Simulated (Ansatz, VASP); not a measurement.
# Ni (Ni strained to the junction's net) in two plane-wave programs

One calculation is typed for both programs; each brings its own data sets. How far apart do they land? The structure shown is the end of the Ansatz relaxation below.

Main program and level: Ansatz 0.2.0; plane waves, with VASP 6.6.1 beside it; single point at PBE.

## Step 1: The structure

The structure is tetragonal, space group I4/mmm (No. 139). Conventional cell: a = 2.567 Å, b = 2.567 Å, c = 3.389 Å, α = 90.00°, β = 90.00°, γ = 90.00°. Nearest to Ni lie 12 Ni at 2.48 to 2.57 Å.

## Step 2: Ansatz: relaxation, PBE

Ansatz runs on its default PAW (the set named soft_2) files.

This run makes the geometry at which the two programs are then compared.

input.yaml reads:

```yaml
crystal:
  lattice:
    - [2.567, 0.0, 0.0]
    - [0.0, 2.567, 0.0]
    - [0.0, 0.0, 3.4427996498]
  atoms:
    - { symbol: Ni, position: [0.0, 0.0, 0.0], spin: 0.7 }
    - { symbol: Ni, position: [0.5, 0.5, 0.5], spin: 0.7 }
magnetization:
  spin_polarized: true
kpoints:
  mp_grid: { grid: [14, 14, 9] }
scf:
  occupations: { method: fermi_dirac, width: 0.1 }
  max_iter: 150
hamiltonian:
  xc: pbe
relax:
  f_tol: 0.01
  max_steps: 40
  cell: { fix: [a, b, angles] }
```

Started as:

```sh
$ ansatz run input.yaml --threads 4 --pin off --max-ram 12288MiB --backend cpu --events-out ev --progress --plain --runs-dir out
```

Numbers of over 12 decimals in the logs are rounded to 6 here.

Log:

```text
Engine: ansatz 0.2.0, x86_64-unknown-linux-gnu
Pseudopotentials: kind: paw
Pseudopotential: Ni, paw, valence charge 18, recommended cutoff 420 eV (normal), Ni.paw.azcp
Functional definition: PBE
  parameter kappa = 0.804
  parameter beta = 0.066725
  exchange = pbe_x(kappa = kappa, mu = beta*pi^2/3)
  correlation = pbe_c(beta = beta)
Crystal: 2 atoms, lattice volume = 22.686 Å³
Basis set: ecut = 420 eV, 447 PW (Γ), exchange–correlation on 36×36×48 points (8 copies of the dense FFT grid, shifted against one another)
Bands: 23, of which v1, the nominal top of the filled ones, is band 18 counted from 1 (17 counted from 0)
Symmetry: 32 space group operations
Space group: I4/mmm (ITA 139), of the structure as read, at distance tolerance 2.8e-5 Å
Magnetic group: BNS 139.531 (UNI 1191), of the structure as read, at distance tolerance 2.8e-5 Å
k-points: 180 of 1764
Non-local potential: Ni, projectors of the file, l = 0: 3, l = 1: 2, l = 2: 3, l = 3: 1
PAW form: soft (Blöchl's): semilocal exchange-correlation on the pseudo side does not see the compensation charge
PAW one-centre angular grid: Ni, 590 points (default); XC on 64 Gauss nodes
Initial density: superposition of atomic densities (chi_scale 0.1, normalization cell)
Starting moments: Σ|m| = 1.4 μB on 2 of 2 sites
Initial wavefunctions: pseudopotential atomic-orbital guess
Functional: x = pbe(κ = 0.804, μ = 0.219515), c = pbe(β = 0.066725)
iter 1 solved again at ethr=2.12e-3 eV; its pass at ethr=3.10e-3 eV (dr2=7.63e-1 eV) is discarded
SCF iter   1: F=—  HF=-11677.880017 eV  |F-HF|=—  |Δ(HF+E_count)|=         —  Δρ=6.07e-2 (↑1.44e-2 ↓6.07e-2)  dr2=7.62e-1  dr2_m=1.20e-1  M=1.465 μB ∫|m|=1.547 μB  β_m=0.30  ethr=2.12e-3  ⟨swp⟩=1.0  Hψ=40860  notcnv=0
Mixer restart at iter 1: flushing history
preconditioner: auto → none  [metal: Δε(μ)=0.004 eV  Ē_g=8.967 eV  σ=0.100 eV  W_gap=0.01  n_scr=6 (ndim 8)  ℏωp=34.9 eV  f_vac=0.000  D(μ)=3.65/eV (n_scr^D=56)  sad-step TF]
SCF iter   2: F=—  HF=-11677.886683 eV  |F-HF|=—  |Δ(HF+E_count)|=   6.67e-3  Δρ=2.66e-2 (↑2.66e-2 ↓1.50e-2)  dr2=3.08e-2  dr2_m=6.53e-2  M=1.447 μB ∫|m|=1.551 μB  β_m=0.31  ethr=2.12e-3  ⟨swp⟩=2.0  Hψ=12624  notcnv=0
SCF iter   3: F=—  HF=-11678.486379 eV  |F-HF|=—  |Δ(HF+E_count)|=         —  Δρ=2.60e-2 (↑2.60e-2 ↓1.03e-2)  dr2=3.78e-2  dr2_m=5.53e-2  M=1.475 μB ∫|m|=1.606 μB  β_m=0.31  ethr=8.55e-5  ⟨swp⟩=2.1  Hψ=16123  notcnv=0  defer=5
Mixer restart at iter 3: flushing history
SCF iter   4: F=—  HF=-11678.880285 eV  |F-HF|=—  |Δ(HF+E_count)|=   3.94e-1  Δρ=1.56e-2 (↑1.56e-2 ↓5.80e-3)  dr2=2.07e-2  dr2_m=1.68e-2  M=1.433 μB ∫|m|=1.578 μB  β_m=0.58  ethr=8.55e-5  ⟨swp⟩=2.3  Hψ=14480  notcnv=0  defer=5
SCF iter   5: F=—  HF=-11679.402082 eV  |F-HF|=—  |Δ(HF+E_count)|=   5.22e-1  Δρ=1.06e-2 (↑4.44e-3 ↓1.06e-2)  dr2=3.03e-2  dr2_m=2.89e-3  M=1.331 μB ∫|m|=1.508 μB  β_m=0.79  ethr=5.75e-5  ⟨swp⟩=2.0  Hψ=16368  notcnv=0  defer=18
SCF iter   6: F=—  HF=-11679.454091 eV  |F-HF|=—  |Δ(HF+E_count)|=   5.20e-2  Δρ=5.06e-3 (↑5.06e-3 ↓1.68e-3)  dr2=3.26e-3  dr2_m=1.03e-3  M=1.322 μB ∫|m|=1.505 μB  β_m=0.78  ethr=5.75e-5  ⟨swp⟩=2.2  Hψ=15990  notcnv=0  defer=26
SCF iter   7: F=—  HF=-11679.462522 eV  |F-HF|=—  |Δ(HF+E_count)|=   8.43e-3  Δρ=3.24e-3 (↑7.20e-4 ↓3.24e-3)  dr2=1.34e-3  dr2_m=6.91e-4  M=1.294 μB ∫|m|=1.480 μB  β_m=0.89  ethr=9.07e-6  ⟨swp⟩=2.4  Hψ=13747  notcnv=0  defer=26
SCF iter   8: F=—  HF=-11679.464162 eV  |F-HF|=—  |Δ(HF+E_count)|=   1.64e-3  Δρ=1.93e-3 (↑4.79e-4 ↓1.93e-3)  dr2=7.63e-4  dr2_m=1.33e-4  M=1.286 μB ∫|m|=1.473 μB  β_m=0.95  ethr=3.72e-6  ⟨swp⟩=1.7  Hψ=9369  notcnv=0  defer=26
SCF iter   9: F=—  HF=-11679.464231 eV  |F-HF|=—  |Δ(HF+E_count)|=   6.89e-5  Δρ=1.71e-4 (↑2.44e-5 ↓1.71e-4)  dr2=3.75e-6  dr2_m=1.71e-6  M=1.285 μB ∫|m|=1.470 μB  β_m=0.95  ethr=2.12e-6  ⟨swp⟩=2.1  Hψ=10991  notcnv=0  defer=26
SCF iter  10: F=—  HF=-11679.464232 eV  |F-HF|=—  |Δ(HF+E_count)|=   1.03e-6  Δρ=1.34e-5 (↑1.34e-5 ↓9.74e-6)  dr2=5.12e-8  dr2_m=1.55e-9  M=1.284 μB ∫|m|=1.470 μB  β_m=0.98  ethr=1.04e-8  ⟨swp⟩=2.2  Hψ=13652  notcnv=0  defer=26
SCF iter  11: F=-11679.464232 eV  HF=-11679.464232 eV  |F-HF|=1.13e-10  |Δ(HF+E_count)|=   9.11e-9  Δρ=2.09e-6 (↑5.87e-7 ↓2.09e-6)  dr2=3.14e-10  dr2_m=3.55e-10  M=1.284 μB ∫|m|=1.470 μB  ethr=1.42e-10  ⟨swp⟩=2.5  Hψ=28207  notcnv=0
SCF 1 converged in 11 iterations: F = -11679.464232 eV  dr2 = 3.14e-10
  greatest PAW one-centre occupation: 1.001 electrons in one spin orbital (limit 2), on the Ni atom at site 1 (counted from 0), in its partial waves of l = 1
relax step   1: F+E_penalty+E_count = -11679.46423181 eV  Δ(F+E_penalty+E_count) = +0.000e0 eV  max|allowed force component| = 5.561e-29 eV/Å  Δτ_max = 0.0000 Å  P = -6.782 GPa  Ω = 22.686 Å³  fix = [a, b, alpha, beta, gamma]  reactions: a -8.347, b -8.347 GPa  (11 SCF iters, dr2 threshold 1.00e-7 eV, accepted)
[...]
relax step   3: F+E_penalty+E_count = -11679.46846679 eV  Δ(F+E_penalty+E_count) = -1.536e-3 eV  max|allowed force component| = 2.835e-30 eV/Å  Δτ_max = 0.0000 Å  P = -3.964 GPa  Ω = 22.322 Å³  energy of the carried Pulay correction = +1.250e-4 eV  fix = [a, b, alpha, beta, gamma]  reactions: a -5.982, b -5.982 GPa  (10 SCF iters, dr2 threshold 2.00e-7 eV, accepted)
[...]
relax step   4: F+E_penalty+E_count = -11679.46846594 eV  Δ(F+E_penalty+E_count) = +8.456e-7 eV  max|allowed force component| = 7.322e-30 eV/Å  Δτ_max = 0.0000 Å  P = -4.021 GPa  Ω = 22.329 Å³  energy of the carried Pulay correction = +1.226e-4 eV  fix = [a, b, alpha, beta, gamma]  reactions: a -6.031, b -6.031 GPa  (7 SCF iters, dr2 threshold 1.37e-8 eV, accepted)
[...]
relax step   5: F+E_penalty+E_count = -11679.46832568 eV  Δ(F+E_penalty+E_count) = +1.403e-4 eV  max|allowed force component| = 9.466e-30 eV/Å  Δτ_max = 0.0000 Å  P = -4.009 GPa  Ω = 22.329 Å³  fix = [a, b, alpha, beta, gamma]  reactions: a -6.024, b -6.024 GPa  stress off target by 1.99e-2 GPa on what of the cell is left free  SCF on the basis re-selected at this cell (its energy is not comparable with the rows above)  (8 SCF iters)
basis re-selected at this cell: Δ(F+E_penalty+E_count) = +1.403e-4 eV, ΔP = +0.011 GPa vs the last step (what re-selecting the basis moved, of the pressure what is left beyond the Pulay correction that the steps carried, after the strain that the cell walked since its last selection, with what the two solves' SCF thresholds leave and, on support functions, any second-order correction that the steps lacked; it is no m [...]
SCF converged after 8 iterations
Magnetization: 1.2725 μB (18.6362 up, 17.3638 down)
Absolute magnetization: 1.4538 μB (∫|ρ↑−ρ↓|, with the PAW one-centre terms)
Spin contamination: 0.0145 ħ² per cell (⟨S²⟩ above its minimum at these occupations)
Per-site moments (μB) at R_I (Å): [(0.675723, 1.024253), (0.675723, 1.024253)]
Free energy (F): -11679.468326 eV
Harris-Foulkes:  -11679.468326 eV  (|F-HF|=7.28e-12)
Internal energy: -11679.357123 eV  (E = F + TS)
E sigma→0 (E₀):  -11679.412725 eV
Entropy (-TS):   -0.111202 eV (-55.601 meV/atom)
Fermi energy:    17.588052 eV
--- Per-component energies (eV) ---
  E_band       = -587.309924
  E_kinetic    = 563.248774
  E_local      = -6960.084287  (includes V_loc(G=0)·N_el)
  E_nonlocal   = 1271.822742
  E_hartree    = 2903.432216
  E_xc         = -169.063840
  E_vxc        = -217.970211  (∫ρ·V_xc dr)
  E_paw        = -3259.870065  (= ΣΔE_a)
  E_vpaw       = -1051.192691  (= ΣTr[D̂ρ^β])
  E_aug_tail   = 0.000979  (compensation charges beyond the density's cutoff)
  E_ewald      = -6028.843644
  E_smearing   = -0.111202  (= −TS)
  E_closure    = -0.000000  (closes the sum)
  Σ components = -11679.468326   (vs F -11679.468326, Δ=0.00e0)
--- Forces (eV/Å), atoms counted from 1 ---
  atom   1  Ni     0.00000000     0.00000000     0.00000000
  atom   2  Ni     0.00000000    -0.00000000    -0.00000000
  max |Σ_I F_I| component: 1.89e-29 eV/Å
--- Stress (GPa, compression-positive) ---
       -6.024073       0.000000       0.000000
        0.000000      -6.024073       0.000000
        0.000000       0.000000       0.019945
  P = ⅓ Tr σ = -4.0094 GPa (-40.094 kbar)
--- Relaxed structure (4 steps of the walk, 4 accepted, 1 SCFs on fresh bases) ---
  F+E_penalty+E_count = -11679.46832568 eV   max|allowed force component| = 9.466e-30 eV/Å   (the final SCF, on the basis selected at the relaxed cell)
  cell:  # Å, volume = 22.3295 Å³
    - [2.567, 0, 0]
    - [0, 2.567, 0]
    - [0, 0, 3.388647]
  atoms:
    - { symbol: Ni, position: [0.0, 0.0, 0.0] }
    - { symbol: Ni, position: [0.5, 0.5, 0.500000] }
```

## Step 3: VASP: single point, PBE

The same cell, functional, mesh and smearing now go to VASP, with its own data sets.

Lines of VASP's logs that name or quote its potential files are left out, and so is its time.

INCAR reads:

```
SYSTEM = Ni
PREC = Accurate
ENCUT = 600
EDIFF = 1E-06
NELM = 200
ISMEAR = -1
SIGMA = 0.1
LREAL = .FALSE.
ALGO = Normal
GGA = PE
NBANDS = 18
ISPIN = 2
MAGMOM = 0.68 0.68
LASPH = .TRUE.
LMAXMIX = 4
LORBIT = 11
LWAVE = .FALSE.
LCHARG = .FALSE.
ISIF = 2
GGA_COMPAT = .FALSE.
```

POSCAR reads:

```
Ni
1.0
    2.5670000000      0.0000000000      0.0000000000
    0.0000000000      2.5670000000      0.0000000000
    0.0000000000      0.0000000000      3.3886467400
Ni
2
Direct
    0.0000000000      0.0000000000      0.0000000000
    0.5000000000      0.5000000000      0.5000000000
```

KPOINTS reads:

```
Automatic mesh
0
Gamma
14 14 9
0 0 0
```

Potentials, in the order of the species: Ni (PBE family, release 64).

Started as:

```sh
$ mpirun -np 1 vasp_std
```

Log:

```text
[banner, memory and clock lines left out]
running    1 mpi-ranks, on    1 nodes
 distrk:  each k-point on    1 cores,    1 groups
 distr:  one band on    1 cores,    1 groups

 POSCAR found type information on POSCAR Ni
 POSCAR found :  1 types and       2 ions
 LDA part: xc-table for (Slater+PW92), standard interpolation
 POSCAR, INCAR and KPOINTS ok, starting setup
 FFT: planning ... GRIDC
 FFT: planning ... GRID_SOFT
 FFT: planning ... GRID
 WAVECAR not read
 entering main loop
       N       E                     dE             d eps       ncg     rms          rms(c)
DAV:   1     0.985738487736E+02    0.98574E+02   -0.98547E+03 13688   0.168E+03
DAV:   2    -0.859556388179E+01   -0.10717E+03   -0.10026E+03 13026   0.263E+02
DAV:   3    -0.129526090122E+02   -0.43570E+01   -0.42322E+01 14086   0.672E+01
DAV:   4    -0.130114385464E+02   -0.58830E-01   -0.58779E-01 15080   0.683E+00
DAV:   5    -0.130130921407E+02   -0.16536E-02   -0.16535E-02 14262   0.111E+00    0.137E+01
DAV:   6    -0.116966174723E+02    0.13165E+01   -0.10413E+01 14034   0.679E+01    0.879E+00
DAV:   7    -0.110009857232E+02    0.69563E+00   -0.21201E+00 14100   0.283E+01    0.258E+00
DAV:   8    -0.109744943308E+02    0.26491E-01   -0.15669E-02 18372   0.168E+00    0.128E+00
DAV:   9    -0.109695444581E+02    0.49499E-02   -0.90205E-04 19768   0.453E-01    0.382E-01
DAV:  10    -0.109684458399E+02    0.10986E-02   -0.13425E-04 19530   0.208E-01    0.107E-01
DAV:  11    -0.109683529449E+02    0.92895E-04   -0.72868E-05 17208   0.137E-01    0.316E-02
DAV:  12    -0.109683539711E+02   -0.10261E-05   -0.49550E-06 15120   0.335E-02    0.177E-02
DAV:  13    -0.109683542573E+02   -0.28622E-06   -0.10094E-06  8556   0.122E-02
   1 F= -.10968354E+02 E0= -.10911879E+02  d E =-.112950E+00  mag=     1.2418
```

From OUTCAR (step 3):

```text
ion  position               nearest neighbor table
   1  0.000  0.000  0.000-   2 2.48   2 2.48   2 2.48   2 2.48   2 2.48   2 2.48   2 2.48   2 2.48

  LATTYP: Found a simple tetragonal cell.
 ALAT       =     2.5670000000
 C/A-ratio  =     1.3200805376

 Subroutine GETGRP returns: Found 16 space group operations
 (whereof 16 operations were pure point group operations)

The static configuration has the point symmetry D_4h.

 Found    180 irreducible k-points:

   k-points           NKPTS =    180   k-points in BZ     NKDIM =    180   number of bands    NBANDS=     18

   dimension x,y,z NGX =    24 NGY =   24 NGZ =   28
   dimension x,y,z NGXF=    48 NGYF=   48 NGZF=   56

   ENCUT  =  600.0 eV  44.10 Ry    6.64 a.u.   5.13  5.13  6.77*2*pi/ulx,y,z

   NELECT =      20.0000    total number of electrons

 k-points in reciprocal lattice and weights: Automatic mesh
   0.00000000  0.00000000  0.00000000       0.001
   0.07142857  0.00000000  0.00000000       0.002
   0.14285714  0.00000000  0.00000000       0.002
   0.21428571  0.00000000  0.00000000       0.002
   0.28571429  0.00000000  0.00000000       0.002
   0.35714286  0.00000000  0.00000000       0.002
   0.42857143  0.00000000  0.00000000       0.002
   0.50000000  0.00000000  0.00000000       0.001
   0.07142857  0.07142857  0.00000000       0.002
[...]
0.50000000  0.42857143  0.44444444       0.005
   0.50000000  0.50000000  0.44444444       0.001

 average (electrostatic) potential at core
       1 -82.3199       2 -82.3199

 E-fermi :   8.9988

 spin component 1
 k-point     1 :       0.0000    0.0000    0.0000
  band No.  band energies     occupation
    ...
      7       7.5568      1.00000
      8       7.9704      0.99997
      9       8.4452      0.99608
     10       8.5618      0.98751
     11       8.5618      0.98751
     12      12.5649      0.00000
     13      19.2613      0.00000
     14      22.4991      0.00000
     15      22.4991      0.00000
     16      27.5016      0.00000
    ...

 k-point     2 :       0.0714    0.0000    0.0000
  band No.  band energies     occupation
    ...
      7       7.5352      1.00000
      8       7.9647      0.99997
      9       8.3697      0.99815
     10       8.3899      0.99774
     11       8.5388      0.99005
     12      12.8849      0.00000
     13      19.2843      0.00000
     14      21.3428      0.00000
     15      22.6922      0.00000
     16      28.1215      0.00000
    ...

 k-point     3 :       0.1429    0.0000    0.0000
  band No.  band energies     occupation
    ...
      7       7.4764      1.00000
      8       7.9288      0.99998
      9       7.9594      0.99997
     10       8.2381      0.99950
     11       8.4706      0.99494
     12      13.7087      0.00000
     13      18.8849      0.00000
     14      19.6419      0.00000
     15      23.2571      0.00000
     16      28.7226      0.00000
    ...

 k-point     4 :       0.2143    0.0000    0.0000
  band No.  band energies     occupation
    ...
      7       7.3961      1.00000
      8       7.4327      1.00000
      9       7.9977      0.99996
     10       8.0244      0.99994
     11       8.3594      0.99833
     12      14.8417      0.00000
     13      16.6808      0.00000
     14      19.7423      0.00000
     15      24.1565      0.00000
     16      29.0356      0.00000
    ...

 k-point     5 :       0.2857    0.0000    0.0000
  band No.  band energies     occupation
    ...
      7       7.0500      1.00000
      8       7.3162      1.00000
      9       7.7910      0.99999
     10       8.1477      0.99980
     11       8.2094      0.99963
     12      14.4832      0.00000
     13      16.1796      0.00000
     14      20.1175      0.00000
     15      25.3443      0.00000
     16      26.9498      0.00000
    ...

 k-point     6 :       0.3571    0.0000    0.0000
  band No.  band energies     occupation
    ...
      7       7.1493      1.00000
      8       7.2600      1.00000
      9       7.5754      1.00000
     10       8.0263      0.99994
     11       8.4491      0.99592
     12      12.5205      0.00000
     13      17.6754      0.00000
     14      20.6984      0.00000
     15      24.8968      0.00000
     16      25.7011      0.00000
    ...

  Total       -0.8476297     -0.8476297     -0.0356293      0.0000000      0.0000000      0.0000000
  in kB      -60.8189210    -60.8189210     -2.5564682      0.0000000      0.0000000      0.0000000
  external PRESSURE =     -41.3981034 kB  Pullay stress =       0.0000000 kB

  energy-cutoff  :      600.00
  volume of cell :       22.33
      direct lattice vectors                 reciprocal lattice vectors
     2.567000000  0.000000000  0.000000000     0.389559797  0.000000000  0.000000000
     0.000000000  2.567000000  0.000000000     0.000000000  0.389559797  0.000000000
     0.000000000  0.000000000  3.388646740     0.000000000  0.000000000  0.295103053

 POSITION                                       TOTAL-FORCE (eV/Angst)
 -----------------------------------------------------------------------------------
      0.00000      0.00000      0.00000        -0.000000     -0.000000     -0.000000
      1.28350      1.28350      1.69432         0.000000      0.000000      0.000000
 -----------------------------------------------------------------------------------
    total drift:                                0.000000      0.000000     -0.000000

  FREE ENERGIE OF THE ION-ELECTRON SYSTEM (eV)
  ---------------------------------------------------
  free  energy   TOTEN  =       -10.9683542573 eV

  energy  without entropy=      -10.8554045096  energy(sigma->0) =      -10.91187938

 total charge
# of ion       s       p       d       tot
------------------------------------------
    1        0.487   0.475   8.305   9.266
    2        0.487   0.475   8.305   9.266
--------------------------------------------------
tot          0.973   0.949  16.609  18.532

 magnetization (x)
# of ion       s       p       d       tot
------------------------------------------
    1       -0.006  -0.024   0.664   0.634
    2       -0.006  -0.024   0.664   0.634
--------------------------------------------------
tot         -0.012  -0.047   1.328   1.269

[... 6 further parts left out ...]
```

The run ends at a pressure of -4.14 GPa.

## Step 4: Comparison

Known differences besides the potentials themselves: VASP starts from the moments at which Ansatz ended; the data sets hold 36 valence electrons in Ansatz (on its default PAW (the set named soft_2) files) and 20 in VASP; the cutoff is 420 eV in Ansatz and 600 eV in VASP; Ansatz's pressure holds a Pulay correction, VASP's none; site moments are counted in spheres of each program's own size. Total energies have different zeros and are not compared.

The two programs side by side:

```
          quantity  Ansatz   VASP  difference
    pressure (GPa)   -4.01  -4.14       +0.13
 total moment (μB)    1.27   1.24       +0.03
moment on Ni1 (μB)    0.68   0.63       +0.04
moment on Ni2 (μB)    0.68   0.63       +0.04
```

## Step 5: Summary of results

```json
{
  "difference in total moment (single point, PBE)": "0.031 μB"
}
```

**Reading.** The difference in total moment is 0.031 μB (single point, PBE). The data sets hold unlike numbers of valence electrons (36 in Ansatz and 20 in VASP), so part of the differences comes from the potentials. Such differences can come from data sets, numerical settings and the points named under the comparisons, not from the functional's error against experiment.

[Lines on the potential files, build, host, timing and source positions are cut from VASP's logs without a mark.]

[Logs are printed without paths, hosts, clocks, repeated set-up lines and the standing remarks that a program may print on its own settings, such as how far it seeks lower states.]

[Hosts, paths, dates, database ids (printed as entryN), source tags and the programs' standing remarks are cut or masked in the printed files.]
